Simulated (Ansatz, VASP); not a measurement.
MgO in VASP and in Ansatz

INCAR

```
SYSTEM = MgO
  PREC = Accurate
  ENCUT = 520
  EDIFF = 1E-7
  ISMEAR = 0
  SIGMA = 0.05
  LREAL = .False.
  LASPH = .True.
  NELM = 60
  ALGO = Normal
  ISIF = 2
  LWAVE = .False.
  LCHARG = .False.
  GGA = PS
  NBANDS = 16
```

KPOINTS

```
Automatic mesh
0
Gamma
  9 9 6
  0 0 0
```

POSCAR

```
MgO
1.0
    3.3724495628      0.0000000000      0.0000000000
   -1.6862247814      2.9206269943      0.0000000000
    0.0000000000      0.0000000000      4.4883431560
Mg O
2 2
Direct
    0.6827906017      0.3655812035      0.7500000000
    0.3172093983      0.6344187965      0.2500000000
    0.6547947950      0.3095895900      0.2500000000
    0.3452052050      0.6904104100      0.7500000000
```

Input for Ansatz:

```yaml
crystal:
  lattice:
    - [3.3724495628, 0.0, 0.0]
    - [-1.6862247814, 2.9206269943, 0.0]
    - [0.0, 0.0, 4.488343156]
  atoms:
    - { symbol: Mg, position: [0.6827906017, 0.3655812035, 0.75] }
    - { symbol: Mg, position: [0.3172093983, 0.6344187965, 0.25] }
    - { symbol: O, position: [0.654794795, 0.30958959, 0.25] }
    - { symbol: O, position: [0.345205205, 0.69041041, 0.75] }
basis:
  ecutwfc: 520.0
kpoints:
  mp_grid: { grid: [9, 9, 6] }
hamiltonian:
  xc: pbesol
  pseudopotentials: { kind: paw, azcp: { folder: soft_1 } }
scf:
  occupations: { method: gaussian, width: 0.05 }
output:
  forces: true
  stress: true
  eigenvalues: true
```

Change from the starting cell: mode 5 frozen in at +0.098 Å, strain +e along z and -e/2 along x and y +0.0700.

Alike in both runs: task single point; functional PBEsol; k mesh 9 × 9 × 6; occupations gaussian, width 0.05 eV; no spin polarisation.

|  | VASP | Ansatz |
| --- | --- | --- |
| version | VASP 6.6.1 | Ansatz 0.2.0 |
| potentials or method | VASP PAW PBE potentials, release 64 (Mg, O) | scalar-relativistic, plane waves, PAW |
| plane-wave cutoff (eV) | 520 | 520 |
| valence electrons in the cell | 16 | 32 |

```csv
,VASP,Ansatz,Ansatz less VASP
gap on the k mesh at the Fermi level (eV),3.13,3.14,+0.009
least direct gap on the mesh (eV),3.13,3.14,+0.009
pressure (GPa),2.4,2.7,+0.30
largest component of the traceless stress (GPa),9.94,9.79,-0.153
rms of the force components (eV/Å),0.276,0.272,-0.0033
```

Atom by atom the forces differ by 0.004 eV/Å (rms over components). The functional is the same, so the differences come from potentials, cutoffs and numerics. The two sets of potentials don't hold the same shells in valence. Ansatz warned: «pseudo_functional_mismatch».

Caveats: the PAW data sets were made with another functional, which shifts forces and pressure a little (VASP).
